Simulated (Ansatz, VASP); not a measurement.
## BN in two plane-wave programs

Aim: how closely do two programs agree when they are given the same cell, functional and k mesh? The cell is taken from a series of runs on this material, whose earlier steps may have relaxed, scaled, displaced or heated it; both programs get it as it stands.

Method: plane waves, with VASP 6.6.1 beside it; zone-centre phonons at LDA, in Ansatz 0.2.0.

### 1. Starting point

It takes space group I-4m2 (No. 119, tetragonal). The conventional cell has a = 2.607 Å, b = 2.607 Å, c = 3.529 Å, α = 90.00°, β = 90.00°, γ = 90.00°. Nearest to B lie 4 N at 1.57 Å. N has 4 B at 1.57 Å nearest. Farther neighbours and most contacts between anions are not listed.

### 2. VASP: zone-centre phonons, LDA, pair 1

Second derivatives magnify differences that forces hide, and they need a tight electronic threshold.

Lines of VASP's logs that name or quote its potential files are left out, and so is its time.

INCAR

```
SYSTEM = BN
PREC = Accurate
ENCUT = 600
EDIFF = 1E-08
NELM = 120
ISMEAR = 0
SIGMA = 0.01
LREAL = .FALSE.
ALGO = Normal
GGA = CA
NBANDS = 10
LORBIT = 11
LWAVE = .FALSE.
LCHARG = .FALSE.
ISIF = 2
IBRION = 8
LEPSILON = .TRUE.
LASPH = .TRUE.
GGA_COMPAT = .FALSE.
EFERMI = MIDGAP
KPAR = 2
```

POSCAR

```
BN
1.0
    0.0000000000      1.8436230749      1.7646963715
    1.8436230749      0.0000000000      1.7646963715
    1.8436230749      1.8436230749      0.0000000000
B N
1 1
Direct
    0.0000000000      0.0000000000      0.0000000000
    0.2500000000      0.2500000000      0.2500000000
```

KPOINTS

```
Automatic mesh
0
Gamma
12 12 12
0 0 0
```

Potentials, in the order of the species: B and N (LDA family, release 64).

Run with:

```
$ mpirun -np 2 vasp_std
```

Numbers of over 12 decimals in the logs are rounded to 6 here.

What it wrote:

```text
[banner, memory and clock lines left out]
running    2 mpi-ranks, on    1 nodes
 distrk:  each k-point on    1 cores,    2 groups
 distr:  one band on    1 cores,    1 groups

 POSCAR found type information on POSCAR B N
 POSCAR found :  2 types and       2 ions
 LDA part: xc-table for (Slater(with rela. corr.)+CA(PZ))
 , standard interpolation
 POSCAR, INCAR and KPOINTS ok, starting setup
 FFT: planning ... GRIDC
 FFT: planning ... GRID_SOFT
 FFT: planning ... GRID
 WAVECAR not read
 entering main loop
       N       E                     dE             d eps       ncg     rms          rms(c)
DAV:   1     0.110878250092E+02    0.11088E+02   -0.54324E+03  3364   0.882E+02
DAV:   2    -0.199679735940E+02   -0.31056E+02   -0.29765E+02  3892   0.167E+02
DAV:   3    -0.204651439438E+02   -0.49717E+00   -0.49634E+00  3852   0.188E+01
DAV:   4    -0.204657757932E+02   -0.63185E-03   -0.63183E-03  3546   0.788E-01
DAV:   5    -0.204657764399E+02   -0.64666E-06   -0.64664E-06  3704   0.252E-02    0.641E+00
DAV:   6    -0.194975623489E+02    0.96821E+00   -0.33962E+00  3324   0.112E+01    0.301E+00
DAV:   7    -0.193956524761E+02    0.10191E+00   -0.80329E-02  3600   0.251E+00    0.174E+00
DAV:   8    -0.193645212927E+02    0.31131E-01   -0.47338E-02  3660   0.154E+00    0.168E-01
DAV:   9    -0.193643657624E+02    0.15553E-03   -0.91955E-04  3592   0.276E-01    0.791E-02
DAV:  10    -0.193643491784E+02    0.16584E-04   -0.49352E-05  3666   0.699E-02    0.135E-02
DAV:  11    -0.193643496883E+02   -0.50992E-06   -0.19966E-06  3602   0.101E-02    0.640E-03
DAV:  12    -0.193643496113E+02    0.77021E-07   -0.56415E-07  3570   0.464E-03    0.202E-04
DAV:  13    -0.193643496120E+02   -0.70372E-09   -0.86098E-09  2070   0.949E-04
   1 F= -.19364350E+02 E0= -.19364350E+02  d E =0.000000E+00
 Linear response reoptimize wavefunctions to high precision
DAV:   1    -0.193643496120E+02    0.23874E-10   -0.21767E-10  2206   0.184E-04
 Linear response G [H, r] |phi>, progress :
  Direction:   1
       N       E                     dE             d eps       ncg     rms
RMM:   1    -0.344320283910E+02   -0.34432E+02   -0.57489E+00  7479   0.505E+01
RMM:   2    -0.305782290406E+02    0.38538E+01   -0.69683E-01  5179   0.883E+00
RMM:   3    -0.306068583359E+02   -0.28629E-01    0.13188E-02  5499   0.374E-01
RMM:   4    -0.306082827422E+02   -0.14244E-02    0.10554E-03  5745   0.229E-02
RMM:   5    -0.306083833988E+02   -0.10066E-03    0.57830E-05  5653   0.201E-03
RMM:   6    -0.306083889313E+02   -0.55325E-05    0.25501E-06  4840   0.559E-04
RMM:   7    -0.306083891696E+02   -0.23829E-06    0.12381E-07  3992   0.454E-04
RMM:   8    -0.306083891735E+02   -0.38567E-08    0.54072E-08  3960   0.452E-04
 Linear response G [H, r] |phi>, progress :
  Direction:   2
       N       E                     dE             d eps       ncg     rms
RMM:   1    -0.299471950088E+02   -0.29947E+02    0.22947E+01  7384   0.491E+01
RMM:   2    -0.282775530590E+02    0.16696E+01   -0.53760E-01  5154   0.799E+00
RMM:   3    -0.283031144740E+02   -0.25561E-01    0.11991E-02  5504   0.349E-01
RMM:   4    -0.283044152875E+02   -0.13008E-02    0.99231E-04  5814   0.221E-02
RMM:   5    -0.283045099237E+02   -0.94636E-04    0.55030E-05  5669   0.198E-03
RMM:   6    -0.283045152329E+02   -0.53092E-05    0.20264E-06  4842   0.541E-04
RMM:   7    -0.283045155105E+02   -0.27763E-06   -0.76736E-07  4030   0.435E-04
RMM:   8    -0.283045155109E+02   -0.37267E-09   -0.76312E-07  4060   0.432E-04
RMM:   9    -0.283045155110E+02   -0.91049E-10   -0.76940E-07  3923   0.432E-04
RMM:  10    -0.283045155117E+02   -0.67823E-09   -0.79423E-07  3416   0.432E-04
 Linear response G [H, r] |phi>, progress :
  Direction:   3
       N       E                     dE             d eps       ncg     rms
RMM:   1    -0.326073737775E+02   -0.32607E+02    0.85183E+00  7330   0.502E+01
RMM:   2    -0.294758404073E+02    0.31315E+01   -0.88940E-01  5120   0.844E+00
RMM:   3    -0.294777973366E+02   -0.19569E-02   -0.21312E-03  5486   0.363E-01
RMM:   4    -0.294777949786E+02    0.23580E-05   -0.76425E-06  5769   0.227E-02
RMM:   5    -0.294777951560E+02   -0.17744E-06   -0.18071E-07  5622   0.204E-03
RMM:   6    -0.294777951728E+02   -0.16753E-07   -0.26268E-07  4794   0.548E-04
RMM:   7    -0.294777951729E+02   -0.17425E-09   -0.27251E-07  3954   0.437E-04
RMM:   8    -0.294777951733E+02   -0.33750E-09   -0.29107E-07  3890   0.434E-04
RMM:   9    -0.294777951731E+02    0.22394E-09   -0.31829E-07  3628   0.434E-04
RMM:  10    -0.294777951732E+02   -0.17366E-09   -0.37781E-07  3206   0.434E-04
 Linear response to external field (no local field effect), progress :
  Direction:   1
       N       E                     dE             d eps       ncg     rms          rms(c)
RMM:   1    -0.139146336328E+00   -0.13915E+00   -0.44490E-01  7442   0.198E+00
RMM:   2    -0.139679150894E+00   -0.53281E-03   -0.32000E-04  5255   0.149E-01
RMM:   3    -0.139679863982E+00   -0.71309E-06   -0.45625E-07  5363   0.509E-03
[...]
dielectric tensor                  component  1 :     5.214     1.106     1.168
 Linear response to external field (no local field effect), progress :
  Direction:   2
       N       E                     dE             d eps       ncg     rms          rms(c)
RMM:   1    -0.114872505486E+00   -0.11487E+00   -0.34582E-01  7414   0.183E+00
[...]
RMM:   9    -0.129722965822E+00    0.84409E-08   -0.23195E-10  8347   0.428E-05    0.236E-06
 change of polarisation eV/A/(eV/A) component  2 :     0.029     0.244     0.002
 dielectric tensor                  component  2 :     0.432     4.683     0.027
 Linear response to external field, progress :
  Direction:   3
       N       E                     dE             d eps       ncg     rms          rms(c)
RMM:   1    -0.119939504268E+00   -0.11994E+00   -0.35918E-01 12569   0.185E+00
RMM:   2    -0.120486176203E+00   -0.54667E-03   -0.31320E-04  9012   0.145E-01    0.581E-01
RMM:   3    -0.118188352192E+00    0.22978E-02   -0.97047E-04  8853   0.238E-01    0.341E-01
RMM:   4    -0.122132459332E+00   -0.39441E-02   -0.14401E-03  9115   0.291E-01    0.372E-02
RMM:   5    -0.122612288974E+00   -0.47983E-03   -0.15473E-05  9271   0.318E-02    0.434E-03
RMM:   6    -0.122629190951E+00   -0.16902E-04   -0.35255E-08  9411   0.184E-03    0.225E-03
RMM:   7    -0.122638989558E+00   -0.97986E-05   -0.90342E-09  9365   0.903E-04    0.102E-04
RMM:   8    -0.122639215980E+00   -0.22642E-06   -0.14117E-10  6162   0.494E-05    0.279E-05
RMM:   9    -0.122639204748E+00    0.11232E-07   -0.14991E-10  5296   0.491E-05    0.247E-06
 change of polarisation eV/A/(eV/A) component  3 :     0.064     0.008     0.231
 dielectric tensor                  component  3 :     0.969     0.127     4.484
 Linear response DOF=           4
 Linear response progress:
  Degree of freedom:   1/  4
       N       E                     dE             d eps       ncg     rms          rms(c)
RMM:   1    -0.413594244511E-01   -0.41359E-01   -0.22878E-02 24860   0.136E+00
RMM:   2    -0.358461324658E-01    0.55133E-02   -0.76228E-04 14600   0.248E-01    0.141E-01
RMM:   3    -0.358128202036E-01    0.33312E-04   -0.94072E-05 15380   0.738E-02    0.789E-02
RMM:   4    -0.360766419718E-01   -0.26382E-03   -0.12039E-04 15411   0.833E-02    0.769E-03
RMM:   5    -0.360671506265E-01    0.94913E-05   -0.67414E-07 15714   0.722E-03    0.107E-03
RMM:   6    -0.360646869558E-01    0.24637E-05   -0.39022E-09 15782   0.546E-04    0.397E-04
RMM:   7    -0.360623662766E-01    0.23207E-05   -0.61829E-09 15937   0.396E-04    0.446E-05
RMM:   8    -0.360624443853E-01   -0.78109E-07   -0.37329E-09 16022   0.455E-05    0.103E-05
RMM:   9    -0.360623924264E-01    0.51959E-07   -0.40556E-09 16422   0.288E-05    0.939E-07
RMM:  10    -0.360623923671E-01    0.59295E-10   -0.39017E-09 10897   0.216E-05    0.340E-07
 first order change of Fermi-energy   0.14355E-04
 force on displaced ion       1 direction 1 : -22.477  -0.000   0.000
 Born effective charge ion    1 direction 1 :   1.940   0.000   0.000
 Linear response progress:
  Degree of freedom:   2/  4
       N       E                     dE             d eps       ncg     rms          rms(c)
RMM:   1    -0.397148176012E-01   -0.39715E-01   -0.21994E-02 14015   0.130E+00
RMM:   2    -0.352150817777E-01    0.44997E-02   -0.66169E-04  8579   0.229E-01    0.134E-01
RMM:   3    -0.351873590274E-01    0.27723E-04   -0.70830E-05  8902   0.671E-02    0.759E-02
RMM:   4    -0.354272954517E-01   -0.23994E-03   -0.99774E-05  8907   0.781E-02    0.662E-03
RMM:   5    -0.354134599000E-01    0.13836E-04   -0.53032E-07  9132   0.648E-03    0.934E-04
RMM:   6    -0.354109052485E-01    0.25547E-05   -0.25085E-09  9170   0.511E-04    0.344E-04
RMM:   7    -0.354088546481E-01    0.20506E-05   -0.17603E-09  9297   0.363E-04    0.429E-05
RMM:   8    -0.354089161685E-01   -0.61520E-07   -0.64475E-10  9315   0.427E-05    0.887E-06
RMM:   9    -0.354088755432E-01    0.40625E-07   -0.29025E-10  9639   0.267E-05    0.809E-07
RMM:  10    -0.354088748817E-01    0.66150E-09   -0.26484E-10  6218   0.203E-05    0.290E-07
 first order change of Fermi-energy   0.59136E-04
 force on displaced ion       1 direction 3 :   0.000   0.000 -23.714
 Born effective charge ion    1 direction 3 :   0.000   0.000   1.821
 Linear response progress:
  Degree of freedom:   3/  4
       N       E                     dE             d eps       ncg     rms          rms(c)
RMM:   1    -0.229274435261E+00   -0.22927E+00    0.10887E-01 19514   0.333E+00
RMM:   2    -0.223281547690E+00    0.59929E-02   -0.20672E-03 14617   0.442E-01    0.223E-01
RMM:   3    -0.224244448289E+00   -0.96290E-03   -0.37773E-04 14296   0.154E-01    0.121E-01
RMM:   4    -0.226199017746E+00   -0.19546E-02   -0.35930E-04 13842   0.150E-01    0.224E-02
RMM:   5    -0.226240057535E+00   -0.41040E-04   -0.59770E-06 15876   0.226E-02    0.900E-04
RMM:   6    -0.226247387274E+00   -0.73297E-05   -0.43349E-08 15706   0.116E-03    0.429E-04
RMM:   7    -0.226245385112E+00    0.20022E-05   -0.15088E-08 16013   0.423E-04    0.466E-05
RMM:   8    -0.226245178722E+00    0.20639E-06   -0.85377E-09 16096   0.772E-05    0.202E-05
RMM:   9    -0.226245116190E+00    0.62532E-07   -0.84333E-09 16437   0.736E-05    0.102E-06
RMM:  10    -0.226245117792E+00   -0.16019E-08   -0.83285E-09 13098   0.598E-05    0.374E-07
 first order change of Fermi-energy   0.40282E-04
 force on displaced ion       2 direction 1 : -22.482   0.000  -0.000
 Born effective charge ion    2 direction 1 :  -1.940   0.000   0.000
 Linear response progress:
  Degree of freedom:   4/  4
       N       E                     dE             d eps       ncg     rms          rms(c)
RMM:   1    -0.228705308574E+00   -0.22871E+00    0.99177E-02 11346   0.329E+00
RMM:   2    -0.223331596564E+00    0.53737E-02   -0.20903E-03  8616   0.445E-01    0.215E-01
RMM:   3    -0.224325144726E+00   -0.99355E-03   -0.34409E-04  8291   0.147E-01    0.117E-01
RMM:   4    -0.226247065995E+00   -0.19219E-02   -0.32475E-04  8044   0.143E-01    0.226E-02
RMM:   5    -0.226300607995E+00   -0.53542E-04   -0.55573E-06  9246   0.216E-02    0.842E-04
RMM:   6    -0.226306215417E+00   -0.56074E-05   -0.21747E-08  9146   0.106E-03    0.399E-04
RMM:   7    -0.226304309564E+00    0.19059E-05   -0.73388E-09  9341   0.389E-04    0.448E-05
RMM:   8    -0.226304089881E+00    0.21968E-06   -0.52393E-09  9428   0.629E-05    0.181E-05
RMM:   9    -0.226304056725E+00    0.33156E-07   -0.53261E-09  9634   0.590E-05    0.950E-07
RMM:  10    -0.226304056530E+00    0.19455E-09   -0.53553E-09  7451   0.458E-05    0.481E-07
 first order change of Fermi-energy   0.91630E-03
 force on displaced ion       2 direction 3 :  -0.000  -0.000 -23.718
 Born effective charge ion    2 direction 3 :   0.000   0.000  -1.821
 Born effective charges drift removed
 Linear response finished
```

OUTCAR, selected parts (step 2):

```text
ion  position               nearest neighbor table
   1  0.000  0.000  0.000-   2 1.57   2 1.57   2 1.57   2 1.57
   2  0.250  0.250  0.250-   1 1.57   1 1.57   1 1.57   1 1.57

  LATTYP: Found a body centered tetragonal cell.
 ALAT       =     2.6072767564
 C/A-ratio  =     1.3536701596

 Subroutine GETGRP returns: Found  8 space group operations
 (whereof  8 operations were pure point group operations)

The static configuration has the point symmetry D_2d.

 Found    163 irreducible k-points:

   k-points           NKPTS =    163   k-points in BZ     NKDIM =    163   number of bands    NBANDS=     10

   dimension x,y,z NGX =    20 NGY =   20 NGZ =   24
   dimension x,y,z NGXF=    40 NGYF=   40 NGZF=   48

   ENCUT  =  600.0 eV  44.10 Ry    6.64 a.u.   5.10  5.10  5.21*2*pi/ulx,y,z

   NELECT =       8.0000    total number of electrons

 k-points in reciprocal lattice and weights: Automatic mesh
   0.00000000  0.00000000  0.00000000       0.001
   0.08333333 -0.00000000  0.00000000       0.005
   0.16666667 -0.00000000  0.00000000       0.005
   0.25000000 -0.00000000  0.00000000       0.005
   0.33333333 -0.00000000  0.00000000       0.005
   0.41666667 -0.00000000  0.00000000       0.005
   0.50000000 -0.00000000  0.00000000       0.002
   0.08333333  0.08333333  0.00000000       0.001
   0.16666667  0.08333333  0.00000000       0.005
[...]
-0.33333333  0.16666667  0.50000000       0.002
  -0.25000000  0.25000000  0.50000000       0.001

 average (electrostatic) potential at core
       1 -29.7959       2 -60.2813

  Total       -1.8122507     -1.8122507      0.0554837      0.0000000      0.0000000      0.0000000
  in kB     -242.0385819   -242.0385819      7.4102311      0.0000000      0.0000000      0.0000000
  external PRESSURE =    -158.8889775 kB  Pullay stress =       0.0000000 kB

  energy-cutoff  :      600.00
  volume of cell :       12.00
      direct lattice vectors                 reciprocal lattice vectors
     0.000000000  1.843623075  1.764696371    -0.271205111  0.271205111  0.283334860
     1.843623075  0.000000000  1.764696371     0.271205111 -0.271205111  0.283334860
     1.843623075  1.843623075  0.000000000     0.271205111  0.271205111 -0.283334860

 POSITION                                       TOTAL-FORCE (eV/Angst)
 -----------------------------------------------------------------------------------
      0.00000      0.00000      0.00000        -0.000000     -0.000000     -0.000000
      0.92181      0.92181      0.88235         0.000000      0.000000      0.000000
 -----------------------------------------------------------------------------------
    total drift:                               -0.000001     -0.000001      0.000001

 MACROSCOPIC STATIC DIELECTRIC TENSOR (including local field effects in DFT)
 ------------------------------------------------------
           4.683330     0.000000     0.000000
          -0.000000     4.683330     0.000000
           0.000000     0.000000     4.483639
 ------------------------------------------------------

 PIEZOELECTRIC TENSOR (including local field effects)  for field in x, y, z        (C/m^2)
          XX          YY          ZZ          XY          YZ          ZX
  --------------------------------------------------------------------------------
  x     0.00000     0.00000     0.00000     0.00000    -1.02346     0.00000
  y    -0.00000     0.00000     0.00000     0.00000     0.00000    -1.02346
  z     0.00000     0.00000     0.00000    -1.03369     0.00000     0.00000

 BORN EFFECTIVE CHARGES (including local field effects) (in |e|, cummulative output)
 ---------------------------------------------------------------------------------
 ion    1
    1     1.93966     0.00000    -0.00000
    2     0.00000     1.93966    -0.00000
    3     0.00000     0.00000     1.82083
 ion    2
    1    -1.93966     0.00000     0.00000
    2     0.00000    -1.93966     0.00000
    3     0.00000     0.00000    -1.82083

 Eigenvectors and eigenvalues of the dynamical matrix
 ----------------------------------------------------

   1 f  =   30.823834 THz   193.671862 2PiTHz 1028.172435 cm-1   127.477078 meV
             X         Y         Z           dx          dy          dz
      0.000000  0.000000  0.000000     0.000000    0.000000    0.751161
      0.921812  0.921812  0.882348     0.000000    0.000000   -0.660119

   2 f  =   30.009655 THz   188.556222 2PiTHz 1001.014337 cm-1   124.109904 meV
             X         Y         Z           dx          dy          dz
      0.000000  0.000000  0.000000     0.751148    0.000000    0.000000
      0.921812  0.921812  0.882348    -0.660134    0.000000    0.000000

   3 f  =   30.009655 THz   188.556222 2PiTHz 1001.014337 cm-1   124.109904 meV
             X         Y         Z           dx          dy          dz
      0.000000  0.000000  0.000000     0.000000    0.751148    0.000000
      0.921812  0.921812  0.882348     0.000000   -0.660134    0.000000

   4 f/i=    0.001277 THz     0.008025 2PiTHz    0.042603 cm-1     0.005282 meV
             X         Y         Z           dx          dy          dz
      0.000000  0.000000  0.000000     0.000000    0.000000   -0.660119
      0.921812  0.921812  0.882348     0.000000    0.000000   -0.751161

   5 f/i=    0.001839 THz     0.011558 2PiTHz    0.061357 cm-1     0.007607 meV
             X         Y         Z           dx          dy          dz
      0.000000  0.000000  0.000000     0.000000   -0.660134    0.000000
      0.921812  0.921812  0.882348     0.000000   -0.751148    0.000000

   6 f/i=    0.001839 THz     0.011558 2PiTHz    0.061357 cm-1     0.007607 meV
             X         Y         Z           dx          dy          dz
      0.000000  0.000000  0.000000    -0.660134    0.000000    0.000000
      0.921812  0.921812  0.882348    -0.751148    0.000000    0.000000

 MACROSCOPIC STATIC DIELECTRIC TENSOR IONIC CONTRIBUTION
 ------------------------------------------------------
           2.524537    -0.000000    -0.000000
          -0.000000     2.524537     0.000000
          -0.000000     0.000000     2.108728
 ------------------------------------------------------

 ELASTIC MODULI CONTR FROM IONIC RELAXATION (kBar)
 Direction    XX          YY          ZZ          XY          YZ          ZX
 --------------------------------------------------------------------------------
 XX           0.0000      0.0000      0.0000      0.0000      0.0000      0.0000
 YY           0.0000      0.0000      0.0000      0.0000      0.0000      0.0000
 ZZ           0.0000      0.0000      0.0000      0.0000      0.0000      0.0000
 XY           0.0000      0.0000      0.0000     -4.0907      0.0000     -0.0000
 YZ           0.0000      0.0000      0.0000      0.0000     -0.6011      0.0000
 ZX           0.0000      0.0000      0.0000     -0.0000      0.0000     -1.2692
 --------------------------------------------------------------------------------

 PIEZOELECTRIC TENSOR IONIC CONTR  for field in x, y, z        (C/m^2)
          XX          YY          ZZ          XY          YZ          ZX
  --------------------------------------------------------------------------------
  x     0.00000     0.00000     0.00000    -0.00000     0.03666    -0.00000
  y     0.00000     0.00000     0.00000     0.00000    -0.00000     0.05326
  z     0.00000     0.00000     0.00000     0.08739    -0.00000     0.00000
```

Energies printed during the response cycles are not total energies of the cell.

[end of part 1 of 2]

[Lines on the potential files, build, host, timing and source positions are cut from VASP's logs without a mark.]

[Logs are printed without paths, hosts, clocks, repeated set-up lines and the standing remarks that a program may print on its own settings, such as how far it seeks lower states.]

[Hosts, paths, dates, database ids (printed as entryN), source tags and the programs' standing remarks are cut or masked in the printed files.]
